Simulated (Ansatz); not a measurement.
Runs of Ansatz 0.2.0 on CoO. It takes space group R-3m (No. 166, trigonal). Conventional cell: a = 3.011 Å, b = 3.011 Å, c = 7.320 Å, α = 90.00°, β = 90.00°, γ = 120.00°. Co (site symmetry -3m) has 6 O at 2.12 Å as nearest neighbours. O (site symmetry -3m) is surrounded by 6 Co at 2.12 Å. The cell is a database's computed one.

```csv
task,level,spin,fixed moment (μB),cell,k mesh,gap on the mesh (eV),pressure (GPa),moment (μB),relaxed volume (Å³/atom)
single point,PBE,"collinear, program default start",0.0,as given,9 × 9 × 9,-,(a),0.00,-
single point,PBE,"collinear, ferromagnetic start",2.5,as given,9 × 9 × 9,-,(b),2.50,-
relaxation of cell and atoms,BLYP+D3(BJ),"collinear, ferromagnetic start",-,relaxed,11 × 11 × 11,none,0.0,2.81,9.66
single point,PBE,"collinear, ferromagnetic start",3.0,as given,9 × 9 × 9,-,0.9,3.00,-
single point,PBE,"collinear, ferromagnetic start",2.0,as given,9 × 9 × 9,-,(c),2.00,-
single point,PBE,"collinear, ferromagnetic start",4.0,as given,9 × 9 × 9,-,24.8,4.00,-
single point,PBE,"collinear, ferromagnetic start",1.0,as given,9 × 9 × 9,-,-13.9,1.00,-
relaxation of cell and atoms,revPBE+D4,"collinear, ferromagnetic start",-,relaxed,11 × 11 × 11,none,0.0,2.88,9.39
```

Alike in all rows: potentials or basis Ansatz PAW; cutoff (eV) 420; smearing fermi-dirac 0.05 eV.

Estimate the missing entries.

(a) -18.2; (b) -3.6; (c) -7.5.

Caveats: a cell with one magnetic atom can't hold antiferromagnetic order, which such compounds often take (some runs); the total moment is fixed, so each spin has its own Fermi level (some runs); the thresholds are loose for stress (some runs); the plane-wave basis is chosen anew once the cell has moved, so the energies of steps on either side of that aren't comparable (some runs); semilocal functionals often make such compounds metallic where correlation or magnetic order opens a gap, which also shifts bond lengths (some runs); pairwise dispersion overbinds metals, which lowers pressure and volume (some runs); the PAW data sets come from PBE, with cores solved anew for the run's functional, which leaves a small shift of forces and pressure (some runs).

A gap of «none» marks a metal or a gap under the smearing width.
